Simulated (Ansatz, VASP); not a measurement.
# GaP: programs and potentials compared

The starting cell:

```
CELL_PARAMETERS angstrom
0.00000 2.72525 2.72525
2.72525 0.00000 2.72525
2.72525 2.72525 0.00000
ATOMIC_POSITIONS crystal
Ga 0.00000 0.00000 0.00000
P 0.75000 0.75000 0.75000
```

Alike in all runs: task relaxation of cell and atoms; functional BLYP; k mesh 8 × 8 × 8; occupations fermi-dirac, width 0.05 eV; no spin polarisation; no spin-orbit coupling.

```tsv
program and potentials	plane-wave cutoff (eV)	notes	equilibrium volume (Å³/atom)
Ansatz, Ansatz PAW	420	potentials made for PBE, which Ansatz adapts in part	21.92
VASP, PBE PAW files Ga_d, P, 600 eV	600	potentials made for PBE	21.97
Ansatz, all-electron LAPW, scalar-relativistic	-	-	21.94
```

The equilibrium volume spans 21.92 (Ansatz, Ansatz PAW) to 21.97 Å³/atom (VASP, PBE PAW files Ga_d, P, 600 eV), with all-electron results at 21.94. Some sets were made for another functional than the one run, which can shift their rows. Relaxations stop with a little pressure left, so the last digit of a volume isn't settled.

Differences between rows come from potentials, basis sets and numerical settings, since the functional is the same but for its coding. Runs on potential files found faulty are left out.

The two PAW volumes, 21.92 and 21.97 Å³/atom, lie on either side of the all-electron value of 21.94 Å³/atom, and the differences are too small to rank the potentials. Reusing PBE-made potentials therefore costs little for this property. The probable reason is that the bond length is set mainly by the Ga and P valence s and p electrons, which are treated with BLYP in every run, while the cores change little from one gradient-corrected functional to another.

All three volumes are clearly larger than that of the starting cell, which is close to the experimental one. Since the all-electron result shows the same expansion, the potentials are not its main source. It fits the known tendency of BLYP to underbind extended solids: its correlation part does not recover the uniform electron gas, and its gradient-dependent exchange favours more inhomogeneous densities, which weakens cohesion. Close agreement at the equilibrium volume does not establish equal accuracy for the bulk modulus or the band gap.
